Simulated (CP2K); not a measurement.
BaTiO3:

```
Ba Ti O
1.0
     3.99980    0.00000    0.00000
     0.00000    3.99980    0.00000
     0.00000    0.00000    8.03600
Ba Ti O
2 2 6
Cartesian
  3.9971 0.0060 0.0165
  0.0027 3.9938 4.0015
  1.9573 1.9913 1.9280
  2.0425 2.0085 5.9633
  2.0111 2.0083 0.0866
  1.9887 1.9915 4.0600
  2.0226 0.0067 2.0741
  1.9772 3.9931 6.0825
  0.0311 1.9987 2.1106
  3.9687 2.0011 6.0460
```

Base run:

| Item | Value |
| --- | --- |
| Program | CP2K 2026.2 |
| Functional | PBE |
| Potentials or basis | POTENTIAL_UZH Ba GTH-PBE-q10, Ti GTH-PBE-q12, O GTH-PBE-q6; DZVP-MOLOPT-PBE-GTH basis |
| Density cutoff | 11565 eV |
| k mesh | 5 × 5 × 3 |
| Occupations | fermi-dirac, width 0.05 eV |
| Spin | no spin polarisation |

Its results: band gap on the k mesh 2.00 eV; pressure 5.9 GPa; largest force 0.980 eV/Å.

Problem. The run is repeated on the same cell with these changes: functional from PBE to LDA. What comes out?

Solution. Band gap on the k mesh 1.94 eV; pressure -3.2 GPa; largest force 0.981 eV/Å.

LDA binds more tightly than PBE, so the same cell stands under less pressure.

Caveats: spin-orbit coupling is left out, which moves the levels of the heavy elements; the mesh misses the band edges, which the band path finds closer together; the basis of atomic orbitals isn't converged, which shifts pressures, moduli and gaps; the potentials were made for another functional, which shifts forces and pressure (some runs).
